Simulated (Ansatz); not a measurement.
## Ionic part of the dielectric constant of BeTe, mode by mode

Theory: DFT PBE, scalar-relativistic, plane waves, PAW in Ansatz. Plane waves to 420 eV; Γ-centred k mesh 10×10×10; fixed occupations. No spin polarisation. Phonons by linear response, acoustic sum rule imposed.

Space group F-43m (No. 216), cubic, a = 5.664 Å. Around Be lie 4 Te at 2.45 Å; Te is surrounded by 4 Be at 2.45 Å.

The cell has the zinc blende type, in a space group that the Crystallography Open Database lists for this formula; it was reached from a generator's guess. Spin–orbit coupling is left out, which matters for heavy elements.

The primitive cell has V = 45.43 Å³ and ε∞,yy = 7.414. Each polar mode adds Δε = (4.92064×10⁷/V)·S/ν² along y, with S its oscillator strength in e²/amu, ν in cm⁻¹ and V in Å³.

Q: From these modes, find each Δε and ε0,yy.
| ν (cm⁻¹) | S_yy (e²/amu) |
| --- | --- |
| 453.81 | 0.2202 |

A:
```csv
ν (cm⁻¹),Δε
453.81,1.16
```

The sum is 1.16, so ε0,yy = 8.57; the run's tensor has 8.57.

Q: Where do the longitudinal modes lie for a wave vector along y?

A: At 487.97 cm⁻¹. The Lyddane–Sachs–Teller product Π(ν_LO/ν_TO)² = 1.16 agrees with ε0/ε∞ = 1.16.
